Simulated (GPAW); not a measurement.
Input of a GPAW 26.7.0 run:

File run.py:

```python
import numpy as np
from ase.dft.bandgap import bandgap
from ase.io import write
from ase.spacegroup import crystal
from ase.units import GPa
from gpaw import GPAW, PW
from gpaw.spinorbit import soc_eigenstates

# Pb 4a
# Se 4b
atoms = crystal(['Pb', 'Se'],
                basis=[[0.0, 0.0, 0.0],
                       [0.5, 0.0, 0.0]],
                spacegroup=225, setting=1,  # Fm-3m
                cellpar=[6.1213, 6.1213, 6.1213, 90.0, 90.0, 90.0],
                primitive_cell=True)

calc = GPAW(mode=PW(600),
            xc='M06-L',
            kpts={'size': (6, 6, 6), 'gamma': True},
            occupations={'name': 'fermi-dirac', 'width': 0.05},
            nbands=19,
            convergence={'density': 1e-05, 'energy': 1e-05},
            maxiter=150,
            txt='gpaw.txt')
atoms.calc = calc
energy = atoms.get_potential_energy()
forces = atoms.get_forces()
stress = atoms.get_stress()
calc.write('gs.gpw')
write('result.traj', atoms)
print(f'Energy: {energy:.6f} eV')
print('Forces (eV/A):')
print(forces.round(4))
print('Stress (GPa):', (stress / GPa).round(3))
print('Fermi level:', round(calc.get_fermi_level(), 4), 'eV')
print(f'Gap: {bandgap(calc)[0]:.4f} eV, direct: {bandgap(calc, direct=True)[0]:.4f} eV')

path = atoms.cell.bandpath('GXWKGLUWLK,UX', npoints=80, eps=1e-4)
bs_calc = calc.fixed_density(kpts=path, symmetry='off', nbands=31,
                             convergence={'bands': 'CBM+6.0', 'eigenstates': 1e-6}, txt='bands.txt')
bs = bs_calc.band_structure()
bs.write('bs.json')
print(f'Gap on the path: {bandgap(bs_calc)[0]:.4f} eV')

soc = soc_eigenstates(bs_calc, theta=0, phi=0, ignore_xc_potential=True)
np.savetxt('soc_bands.dat', soc.eigenvalues(), fmt='%.4f')
mesh = soc_eigenstates('gs.gpw', theta=0, phi=0, ignore_xc_potential=True)
np.savetxt('soc_mesh.dat', mesh.eigenvalues(), fmt='%.4f')
print('Fermi level with spin-orbit coupling:', round(mesh.fermi_level, 4), 'eV')
```

Potentials or basis: GPAW PAW data sets (gpaw-data 1.2.1), pw.

The run is started by

```bash
$ OMP_NUM_THREADS=1 python run.py
```

(1) Estimate the band gap on the k mesh.

(2) Estimate the band gap along the path.

Answers

(1) 0.24 eV, direct.

(2) 0.29 eV, direct.

Caveat: spin-orbit coupling was added after a scalar SCF, so levels and gaps hold it while energy, forces, pressure and moments don't; this program's spin-orbit splittings come out too wide for heavy elements; the PAW data sets were made with another functional, which shifts forces and pressure a little.

**What was measured.**

From a printed reference work, monograph, for a bulk crystal of PbSe at 4.2 K: band gap 0.15 eV (direct).

Measured gap of PbSe: 0.15 eV (direct; 4.2 K; a printed reference work, monograph). This calculation gives 0.24 eV (+0.09 eV). 2 values of this kind are on record (0.15 to 0.28 eV); this one was drawn at random. The value is that of M06-L on a finite k mesh, which can miss the band edges, without temperature or zero-point motion.
